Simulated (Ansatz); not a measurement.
# TiAl2: tests of the settings

The task here is to estimate one member of a computed series from the others.

Program: Ansatz 0.2.0. Level of theory: DFT r2SCAN, scalar-relativistic, plane waves, PAW. These are calculated values, not measurements.

1 further run of the same task is left out (set aside as unsound or not needed). Runs told in other sessions of the task aren't counted.

### The system as given

It takes space group Cmmm (No. 65, orthorhombic). The conventional cell has a = 3.959 Å, b = 12.094 Å, c = 4.032 Å, α = 90.00°, β = 90.00°, γ = 90.00°. Around Ti (site symmetry m2m) lie 10 Al at 2.68 to 2.92 Å. Around Al (site symmetry mmm) lie 4 Ti at 2.68 Å and 8 Al at 2.83 to 2.93 Å. Around Al (site symmetry m2m) lie 6 Al at 2.67 to 2.93 Å and 6 Ti at 2.84 to 2.92 Å. Al (site symmetry mmm) is surrounded by 4 Ti at 2.70 Å and 8 Al at 2.83 to 2.91 Å.

Coordinates:

```
CELL_PARAMETERS angstrom
1.97955 -6.04720 0.00000
1.97955 6.04720 0.00000
0.00000 0.00000 4.03150
ATOMIC_POSITIONS crystal
Ti 0.64900 0.35100 0.00000
Ti 0.35100 0.64900 0.00000
Al 0.00000 0.00000 0.00000
Al 0.82400 0.17600 0.50000
Al 0.17600 0.82400 0.50000
Al 0.50000 0.50000 0.50000
```

Source of the structure: the Crystallography Open Database. It is taken as it stands there.

### The base input

input.yaml

```yaml
crystal:
  lattice:
    - [1.97955, -6.0472, 0.0]
    - [1.97955, 6.0472, 0.0]
    - [0.0, 0.0, 4.0315]
  atoms:
    - { symbol: Ti, position: [0.649, 0.351, 0.0] }
    - { symbol: Ti, position: [0.351, 0.649, 0.0] }
    - { symbol: Al, position: [0.0, 0.0, 0.0] }
    - { symbol: Al, position: [0.824, 0.176, 0.5] }
    - { symbol: Al, position: [0.176, 0.824, 0.5] }
    - { symbol: Al, position: [0.5, 0.5, 0.5] }
basis:
  ecutwfc: 500
kpoints:
  mp_grid: { grid: [10, 10, 10] }
hamiltonian:
  xc: r2scan
scf:
  occupations: { method: gaussian, width: 0.1 }
output:
  forces: true
  stress: true
  eigenvalues: true
  populations: true
  write_density: true
  write_potential: true
  elf: true
  volumetric_format: npy
```

Its results, from an earlier run: -1195.5176 eV/atom at zero smearing, pressure -1.82 GPa, largest force 0.968 eV/Å, no gap on the mesh, in 7 SCF cycles and 46 s.

The first run:

input.yaml

```yaml
crystal:
  lattice:
    - [1.97955, -6.0472, 0.0]
    - [1.97955, 6.0472, 0.0]
    - [0.0, 0.0, 4.0315]
  atoms:
    - { symbol: Ti, position: [0.649, 0.351, 0.0] }
    - { symbol: Ti, position: [0.351, 0.649, 0.0] }
    - { symbol: Al, position: [0.0, 0.0, 0.0] }
    - { symbol: Al, position: [0.824, 0.176, 0.5] }
    - { symbol: Al, position: [0.176, 0.824, 0.5] }
    - { symbol: Al, position: [0.5, 0.5, 0.5] }
basis:
  ecutwfc: 200
kpoints:
  mp_grid: { grid: [10, 10, 10] }
hamiltonian:
  xc: r2scan
scf:
  occupations: { method: gaussian, width: 0.1 }
output:
  forces: true
  stress: true
  eigenvalues: true
relax:
  adjacent_minimum: "off"
  f_tol: 0.01
  max_steps: 60
  cell: { stress_tol: 0.05 }
```

Launch:

```sh
$ ansatz run input.yaml --threads 1 --pin off --max-ram 2560MiB --backend cpu --events-out ev --progress --plain --runs-dir out
```

Among the steps run: Relaxation, cutoff: 200 eV; Relaxation, cutoff: 250 eV; Relaxing with cutoff 350 eV; Relaxation, cutoff: 520 eV.

One of the session's tables, all rows but one given; the rest of the session is left out.

It belongs to the step «What the cutoff of a full relaxation changes». 

| cutoff | a (Å) | c (Å) | volume (Å³/atom) |
| --- | --- | --- | --- |
| 200 | 3.895 | 3.953 | 15.47 |
| 250 | 3.921 | 4.038 | 15.93 |
| 350 | ? | ? | ? |
| 500 | 3.913 | 3.993 | 15.71 |
| 520 | 3.913 | 3.993 | 15.71 |

Q: Estimate the row for cutoff = 350 from the others.

Worked estimate for «a (Å)». A straight line through the neighbours (250, 3.921) and (500, 3.913) gives 3.921 + (3.913 − 3.921) × (350 − 250) / (500 − 250) = 3.918; a parabola fitted to 4 rows on both sides gives 3.941.

As computed: a (Å): 3.912; c (Å): 3.992; volume (Å³/atom): 15.70. In «a (Å)» the line misses by +0.006 and the parabola by +0.029. Between these rows the values bend or scatter more than so simple an estimate can follow.

To keep in mind: Warnings in the runs' records: cutoff below recommended.
